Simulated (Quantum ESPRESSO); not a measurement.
Crystal: CdS (Hawleyite).

```
Cd S
1.0
     0.00000    2.91650    2.91650
     2.91650    0.00000    2.91650
     2.91650    2.91650    0.00000
Cd S
1 1
Cartesian
  0.0000 0.0000 0.0000
  4.3748 4.3748 4.3748
```

| Property | Result |
| --- | --- |
| Program | Quantum ESPRESSO 7.5 |
| Task | phonons |
| Functional | PBE |
| Potentials or basis | JTH 2.0 PBE |
| Cutoff | 490 eV |
| Density cutoff | 2939 eV |
| k mesh | 6 × 6 × 6, shifted |
| Occupations | fermi-dirac, width 0.05 eV |
| Spin | no spin polarisation |
| Mixing beta | 0.5 |
| Most SCF iterations | 120 |
| SCF threshold | 4e-10 Ry |

The cell and the atoms were relaxed first, to 25.87 Å³/atom (a = 4.183 Å, b = 4.183 Å, c = 4.183 Å, α = 60.00°, β = 60.00°, γ = 60.00°), and the response was taken there.

The first run showed a gap, so the response started from a second, tighter run with fixed occupations.

Problem. What is the highest optical frequency at the zone centre, leaving out the macroscopic field of polar modes?

Solution. 218 cm⁻¹, a mode of symmetry T2 (IR and Raman).

Optical modes at Γ, degenerate ones joined, polar ones without the macroscopic field:
| cm⁻¹ | components | symmetry | active in | IR intensity, summed ((D/Å)²/amu) |
| --- | --- | --- | --- | --- |
| 218 | 3 | T2 | IR and Raman | 13.92 |

Caveat: the cutoff is low for these files, which shifts pressure and relaxed volume; the shifted mesh misses Γ, where the gap is smaller or closed, so treating the crystal as an insulator may be wrong and the dielectric response too small.
